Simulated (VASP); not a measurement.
# C (Fd-3m) in VASP: G0W0 quasiparticle levels with PBEsol

Aim: the G0W0 quasiparticle levels of C with PBEsol.

Everything below comes from runs of VASP 6.6.1. Logs are shortened: lines on timing, memory, paths and dates and some standing lists are left out, and cuts for length are marked.

## (1) Starting point

Symmetry: Fd-3m, No. 227, cubic system. Conventional cell: a = 3.567 Å, b = 3.567 Å, c = 3.567 Å, α = 90.00°, β = 90.00°, γ = 90.00°. C (site symmetry -43m) has 4 C at 1.54 Å as nearest neighbours.

This isn't the form of C at room conditions, which is graphite.

## (2) G0W0 quasiparticle levels, PBEsol

The input, POSCAR:

```
C
1.0
    0.0000000000      1.7833700000      1.7833700000
    1.7833700000      0.0000000000      1.7833700000
    1.7833700000      1.7833700000      0.0000000000
C
2
Direct
    0.0000000000      0.0000000000      0.0000000000
    0.2500000000      0.2500000000      0.2500000000
```

The input, INCAR.step1:

```
PREC = Accurate
ENCUT = 450
EDIFF = 1E-8
ISMEAR = 0
SIGMA = 0.01
LREAL = False
LASPH = True
NELM = 100
ALGO = Fast
LWAVE = True
LCHARG = False
GGA = PS
KPAR = 8
```

The input, INCAR.step2:

```
PREC = Accurate
ENCUT = 450
EDIFF = 1E-8
ISMEAR = 0
SIGMA = 0.01
LREAL = False
LASPH = True
NELM = 1
ALGO = Exact
LWAVE = True
LCHARG = False
GGA = PS
NBANDS = 224
LOPTICS = True
ISTART = 1
KPAR = 8
```

The input, INCAR.step3:

```
PREC = Accurate
ENCUT = 450
EDIFF = 1E-8
ISMEAR = 0
SIGMA = 0.01
LREAL = False
LASPH = True
ALGO = EVGW0
LWAVE = False
LCHARG = False
GGA = PS
NELMGW = 1
NBANDS = 224
ENCUTGW = 230
NOMEGA = 50
PRECFOCK = Fast
ISTART = 1
NBANDSGW = 12
KPAR = 8
```

The input, KPOINTS:

```
Automatic mesh
0
Gamma
  8 8 8
```

Potentials or basis: VASP PAW PBE potentials, release 64 (C_GW).

On the command line:

```bash
cat potpaw_PBE.64/C_GW/POTCAR > POTCAR
cp INCAR.step1 INCAR
mpirun -np 8 vasp_std > vasp.out
cp INCAR.step2 INCAR
mpirun -np 8 vasp_std > vasp.out
cp INCAR.step3 INCAR
mpirun -np 8 vasp_std > vasp.out
```

OUTCAR:

```text
PREC = Accurate
   ENCUT = 450
   EDIFF = 1E-8
   ISMEAR = 0
   LREAL = False
   LASPH = True
   GGA = PS
   NELMGW = 1
   ENCUTGW = 230
   PRECFOCK = Fast
   ISTART = 1

 ion  position               nearest neighbor table
   1  0.000  0.000  0.000-   2 1.54   2 1.54   2 1.54   2 1.54
   2  0.250  0.250  0.250-   1 1.54   1 1.54   1 1.54   1 1.54

  LATTYP: Found a face centered cubic cell.
 ALAT       =     3.5667400000

  Lattice vectors:

 A1 = (   0.0000000000,   1.7833700000,   1.7833700000)
 A2 = (   1.7833700000,   0.0000000000,   1.7833700000)
 A3 = (   1.7833700000,   1.7833700000,   0.0000000000)

Analysis of symmetry for initial positions (statically):
=====================================================================
 Subroutine PRICEL returns:
 Original cell was already a primitive cell.

 Routine SETGRP: Setting up the symmetry group for a
 face centered cubic supercell.

 Subroutine GETGRP returns: Found 48 space group operations
 (whereof 24 operations were pure point group operations)
 out of a pool of 48 trial point group operations.

The static configuration has the point symmetry T_d .
 The point group associated with its full space group is O_h .

Analysis of symmetry for dynamics (positions and initial velocities):
=====================================================================
 Subroutine PRICEL returns:
 Original cell was already a primitive cell.

 Routine SETGRP: Setting up the symmetry group for a
 face centered cubic supercell.

 Subroutine GETGRP returns: Found 48 space group operations
 (whereof 24 operations were pure point group operations)
 out of a pool of 48 trial point group operations.

The dynamic configuration has the point symmetry T_d .
 The point group associated with its full space group is O_h .

 Subroutine INISYM returns: Found 48 space group operations
 (whereof 24 operations are pure point group operations),
 and found     1 'primitive' translations

----------------------------------------------------------------------------------------

[... 92 lines left out ...]
   EDIFF  = 0.1E-07   stopping-criterion for ELM
   LREAL  =      F    real-space projection
   EDIFFG = 0.1E-06   stopping-criterion for IOM
   NSW    =      0    number of steps for IOM
   IBRION =     -1    ionic relax: 0-MD 1-quasi-New 2-CG
   NFREE  =      0    steps in history (QN), initial steepest desc. (CG)
   ISIF   =      0    stress and relaxation
   ISYM   =      3    0-nonsym 1-usesym 2-fastsym
   POTIM  = 0.5000    time-step for ionic-motion
   TEBEG  =    0.0;   TEEND  =   0.0 temperature during run
   PSTRESS=    0.0 pullay stress
   NELECT =       8.0000    total number of electrons
   NUPDOWN=      -1.0000    fix difference up-down
   EMIN   =  10.00;   EMAX   =-10.00  energy-range for DOS
   EFERMI =   0.00;   METHOD = LEGACY
   ISMEAR =     0;   SIGMA  =   0.01  broadening in eV -4-tet -1-fermi 0-gaus
   EFERMI_NEDOS =   21; number of points for ismear=-14 and -15
   IALGO  =     38    algorithm
   IMIX   =      4    mixing-type and parameters
     AMIX     =   0.40;   BMIX     =  1.00
     AMIX_MAG =   1.60;   BMIX_MAG =  1.00
  volume/ion in A,a.u.               =       5.67        38.28
  Fermi-wavevector in a.u.,A,eV,Ry     =   1.457203  2.753714 28.891161  2.123440
  Thomas-Fermi vector in A             =   2.574032
   LORBIT       =      0    0 simple, 1 ext, 2 COOP (PROOUT), +10 PAW based schemes
   GGA     = PS    functional components
   LHFCALC =     T    Hartree Fock is set to
   PRECFOCK=fast      Normal, Fast or Accurate (Low or Medium for compatibility)
   ENCUT4O =  -1.0   cutoff for four orbital integrals eV
   NKREDX  =     1    reduce k-point grid by
   NKREDY  =     1    reduce k-point grid by
   NKREDZ  =     1    reduce k-point grid by
   AEXX    =    1.0000 exact exchange contribution
   HFSCREEN=    0.0000 screening length (either q_TF or 0.3 A-1)
   HFSCREENC=   0.0000 screening length for correlation (either q_TF or 0.3 A-1)
   ENCUTFOCK=  -1.0 apply spherical cutoff to Coloumb kernel
   IVDW    =     0    specifies the selected vdW correction
   LEPSILON=     F    determine dielectric tensor
   LRPA    =     F    only Hartree local field effects (RPA)
   LRPAFORCE           =     F    calculate RPA forces
   ENCUTGW             = 230.0    cutoff for response function in eV
   ENCUTGWSOFT         = 184.0    soft cutoff for Coulomb kernel in GW response function in eV
   ENCUTLF             =  -1.0    cutoff for local field effects
   NELMGW              =     1    number of iterations in solving QP/BSE equation
   NELMHF              =     1    number of iterations in the inner HF iteration
   NKREDLFX            =     1    NKREDLFY  =   1   NKREDLFZ  =   1
 non-spin polarized calculation
 Gauss-broadening in eV      SIGMA  =   0.01
  energy-cutoff  :      450.00
  volume of cell :       11.34
 maximum number of plane-waves:       262
 NGX is ok and might be reduce to    18
  NGX = 12; NGY = 12; NGZ = 12
   NGX =  9   NGY =  9   NGZ =  9
 maximum number of plane-waves:       100

 QP shifts <psi_nk| G(iteration)W_0 |psi_nk>: iteration 1
 for sc-GW calculations column KS-energies equals QP-energies in previous step
 and V_xc(KS)=  KS-energies - (<T + V_ion + V_H > + <T+V_H+V_ion>^1  + <V_x>^1)

 k-point   1 :       0.0000    0.0000    0.0000
  band No.  KS-energies  QP-energies   sigma(KS)   V_xc(KS)     V^pw_x(r,r')   Z            occupation Imag(sigma)

      1     -11.7776     -13.5251     -17.0888     -14.7686     -25.3785       0.7532       2.0000       1.4425
      2       9.7404       8.8646     -17.7837     -16.7228     -19.0453       0.8255       2.0000       0.0808
      3       9.7404       8.8646     -17.7837     -16.7228     -19.0453       0.8255       2.0000       0.0808
      4       9.7404       8.8646     -17.7837     -16.7228     -19.0453       0.8255       2.0000       0.0808
      5      15.2843      16.2070     -14.4015     -15.5236      -9.3850       0.8223       0.0000      -0.0733
      6      15.2843      16.2070     -14.4015     -15.5236      -9.3850       0.8223       0.0000      -0.0733
      7      15.2843      16.2070     -14.4015     -15.5236      -9.3850       0.8223       0.0000      -0.0733
      8      23.1041      23.7552     -15.3877     -16.2343      -7.7437       0.7691       0.0000      -0.2126
      9      28.7037      29.1533     -11.7017     -12.2592      -4.3877       0.8065       0.0000      -0.3691
     10      36.2152      37.0694     -12.9118     -13.9419      -5.9121       0.8292       0.0000      -0.5574
     11      36.2152      37.0694     -12.9118     -13.9419      -5.9121       0.8292       0.0000      -0.5574
     12      36.9948      37.5254     -11.1984     -11.8383      -3.2869       0.8292       0.0000      -0.9957
[... 356 lines left out ...]
      1      -4.9380      -6.5562     -17.7972     -15.6439     -24.2268       0.7515       2.0000       0.6109
      2      -2.6972      -4.0768     -16.6689     -14.8488     -21.8858       0.7580       2.0000       0.3588
      3       3.4044       2.1164     -17.4126     -15.7945     -20.6671       0.7960       2.0000       0.1431
      4       5.0166       3.8847     -17.2209     -15.8193     -19.8698       0.8076       2.0000       0.1153
      5      17.9069      18.7679     -13.2909     -14.3364      -7.5985       0.8235       0.0000      -0.1010
      6      19.1395      20.0146     -14.2748     -15.3566      -8.0833       0.8089       0.0000      -0.1197
      7      22.7904      23.8621     -15.0326     -16.4112      -7.6002       0.7774       0.0000      -0.1993
      8      24.5356      25.6345     -14.3124     -15.7362      -6.4363       0.7718       0.0000      -0.2660
      9      27.8422      28.6494     -12.6273     -13.6277      -5.5684       0.8069       0.0000      -0.3009
     10      33.5330      34.5562     -14.1822     -15.5017      -5.0703       0.7755       0.0000      -0.7910
     11      35.9080      36.7785     -12.7294     -13.8059      -4.6354       0.8086       0.0000      -0.7934
     12      38.6413      39.2481     -11.5743     -12.3127      -3.8313       0.8218       0.0000      -0.9109

 [... further k-points ...]
```

OUTCAR.step1:

```text
PREC = Accurate
   ENCUT = 450
   EDIFF = 1E-8
   ISMEAR = 0
   LREAL = False
[... 490 lines left out ...]
      0.00000      0.00000      0.00000        -0.000000     -0.000000     -0.000000
      0.89168      0.89168      0.89168         0.000000      0.000000      0.000000
 -----------------------------------------------------------------------------------
    total drift:                               -0.000000     -0.000000     -0.000000

  FREE ENERGIE OF THE ION-ELECTRON SYSTEM (eV)
  ---------------------------------------------------
  free  energy   TOTEN  =       -19.2461999813 eV

  energy  without entropy=      -19.2461999813  energy(sigma->0) =      -19.24619998
```

Wall time 1.8 min (8 MPI ranks of Intel Xeon Platinum 8559C (Emerald Rapids), shared host); peak memory 1.2 GiB.

What came out:

```yaml
Band_gap_on_the_k_mesh_mean-field_level: 4.01 eV, indirect (least direct gap 5.54 eV)
Quasiparticle_gap: 5.45 eV
Least_direct_quasiparticle_gap: 7.34 eV
```

Caveat: bands, screening cutoff and mesh are small and nothing is extrapolated, so the quasiparticle values aren't converged. A k mesh can miss the band edges.
